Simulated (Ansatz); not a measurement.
# P: pressure up to the limit of the methods

One table from this session's results is given with a row withheld; the runs are named, their logs left out.

Computed with Ansatz 0.2.0 (DFT PBE, with the methods named in each step, unless a step's input says otherwise).

1 further run of the same task is left out (set aside as unsound or not needed).

## The system as given

The structure is hexagonal, space group P6_3/mmc (No. 194). Conventional cell: a = 2.776 Å, b = 2.776 Å, c = 4.496 Å, α = 90.00°, β = 90.00°, γ = 120.00°. P (site symmetry -6m2) is surrounded by 12 P at 2.76 to 2.78 Å.

Structure file:

```cif
data_structure
_symmetry_space_group_name_H-M 'P 1'
_symmetry_Int_Tables_number 1
_cell_length_a 2.7756
_cell_length_b 2.7756
_cell_length_c 4.4965
_cell_angle_alpha 90.000
_cell_angle_beta 90.000
_cell_angle_gamma 120.000
_cell_volume 30.00
loop_
_atom_site_label
_atom_site_type_symbol
_atom_site_fract_x
_atom_site_fract_y
_atom_site_fract_z
_atom_site_occupancy
P1 P 0.33333 0.66667 0.25000 1
P2 P 0.66667 0.33333 0.75000 1
```

Whether this phase is the stable one at these pressures isn't tested.

Atoms are numbered in the order of the input: P1, P2.

Set-up of the first run:

Input file input.yaml:

```yaml
crystal:
  lattice:
    - [2.7756105922, 0.0, 0.0]
    - [-1.3878052961, 2.4037492838, 0.0]
    - [0.0, 0.0, 4.4964891593]
  atoms:
    - { symbol: P, position: [0.3333333333, 0.6666666667, 0.25] }
    - { symbol: P, position: [0.6666666667, 0.3333333333, 0.75] }
kpoints:
  mp_grid: { grid: [17, 17, 10] }
scf:
  occupations: { method: fermi_dirac, width: 0.05 }
hamiltonian:
  xc: pbe
  pseudopotentials: { kind: paw }
output:
  forces: true
  stress: true
  write_density: true
  write_potential: true
  elf: true
  volumetric_format: npy
relax:
  f_tol: 0.005
  max_steps: 40
  cell: {}
```

Command:

```
$ ansatz run input.yaml --threads 1 --pin off --max-ram 2048MiB --backend cpu --events-out ev --progress --plain --runs-dir out
```

Among the steps run: Cell relaxed at zero pressure, PAW; Volume scaled by 1, PAW; Shape and atoms relaxed at 0.88 of the volume, PAW; Volume scaled by 0.88, PAW; Shape and atoms relaxed at 0.78 of the volume, PAW; Volume scaled by 0.78, PAW; Shape and atoms relaxed at 0.68 of the volume, PAW; Volume scaled by 0.68, PAW; Volume scaled by 0.68, PAW (core large); Shape and atoms relaxed at 0.58 of the volume, PAW; More of the same log: shape and atoms relaxed at 0.58 of the volume; Volume scaled by 0.58, PAW; Shape and atoms relaxed at 0.5 of the volume, PAW; Volume scaled by 0.5, PAW; Shape and atoms relaxed at 0.43 of the volume, PAW; Volume scaled by 0.43, PAW; Volume scaled by 0.43, PAW (source ansatz).

One table of the session follows, with a row left open; its other results are not shown here.

```
             method  volume over the first  volume (Å³/atom)  pressure (GPa)
                PAW                      1            14.522            0.00
                PAW                   0.88            12.779           14.85
                PAW                   0.78            11.327           36.19
                PAW                   0.68             9.875           73.23
                PAW                   0.58             8.423          140.87
                PAW                    0.5                 ?               ?
                PAW                   0.43             6.244          394.75
   PAW (core large)                   0.68             9.875           73.23
PAW (source ansatz)                   0.43             6.244          396.34
```

Q: Estimate the row for PAW, 0.5 from the others.

**Answer.** volume (Å³/atom): 7.261; pressure (GPa): 240.43. In the column «volume (Å³/atom)» it lies between PAW (source ansatz), 0.43 (6.244) and PAW, 0.58 (8.423).
